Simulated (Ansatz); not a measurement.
**Lu under changes of volume**

One of the cells (29.496 Å³/atom); the others are scaled copies at fixed shape and fractional positions:

```xyz
2
Lattice="3.5031 0.0000 0.0000 -1.7515 3.0338 0.0000 0.0000 0.0000 5.5509" Properties=species:S:1:pos:R:3 pbc="T T T"
Lu    1.7516    1.0113    4.1632
Lu    0.0000    2.0225    1.3877
```

```yaml
Program: Ansatz 0.2.0
Functional: PBE
Potentials_or_basis: all-electron LAPW, scalar-relativistic
Cutoff: 187 eV (chosen from the basis error)
Basis_error_allowed: 0.0005 eV/atom
k_mesh: 9 × 9 × 5
Occupations: fermi-dirac, width 0.05 eV
Spin: no spin polarisation
```

```csv
volume (Å³/atom),energy over the lowest point (meV/atom),pressure (GPa)
27.727,10.22,2.5
28.317,3.18,1.4
28.906,0.00,0.4
29.496,0.35,-0.5
30.086,?,?
30.676,10.49,-2.1
31.266,19.78,-2.9
```

Question: What does the run at 30.086 Å³/atom give?

Answer: Energy over the lowest point 3.94 meV/atom; pressure -1.4 GPa.

Worked out: A Birch-Murnaghan fit of order 3 (a polynomial in V^(-2/3)) to the other rows has its minimum at 29.14 Å³/atom with B0 = V·E''(V) = 46 GPa and B' = 3.3 at fixed shape and positions, which overstates the stiffness. It gives 3.93 meV/atom at 30.086 Å³/atom, against the run's 3.94, and -dE/dV = -1.4 GPa, against -1.4.

Energies are extrapolated to zero smearing.
